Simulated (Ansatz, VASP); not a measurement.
Two plane-wave programs on HgTe

```
CELL_PARAMETERS angstrom
3.62522 0.00000 0.00000
0.00000 3.62522 0.00000
0.00000 0.00000 4.18146
ATOMIC_POSITIONS crystal
Hg 0.50000 0.50000 0.00000
Te 0.00000 0.00000 0.50000
```

Alike in both runs: functional r2SCAN; k mesh 6 × 6 × 4; occupations gaussian, width 0.1 eV; no spin polarisation.

Ansatz relaxed the structure, and its values are those at the end. VASP's run is a single point on that final structure, the one shown.

```csv
,VASP,Ansatz
version,VASP 6.6.1,Ansatz 0.2.0
potentials or method,"VASP PAW PBE potentials, release 64 (Hg, Te)","scalar-relativistic, plane waves, PAW"
plane-wave cutoff (eV),520,500
valence electrons in the cell,18,36
```

```tsv
	VASP	Ansatz	Ansatz less VASP
gap on the k mesh at the Fermi level (eV)	none	none	-
pressure (GPa)	0.1	-0.1	-0.13
```

A gap of «none» marks a metal or a gap that the smearing closes. The two sets of potentials don't hold the same shells in valence.

Caveats: the k mesh is coarse (spacing up to 0.38 Å⁻¹), so the values aren't converged; the PAW data sets were made with another functional, which shifts forces and pressure a little (VASP). Spin-orbit coupling is left out, which matters for the levels of Hg, Te.
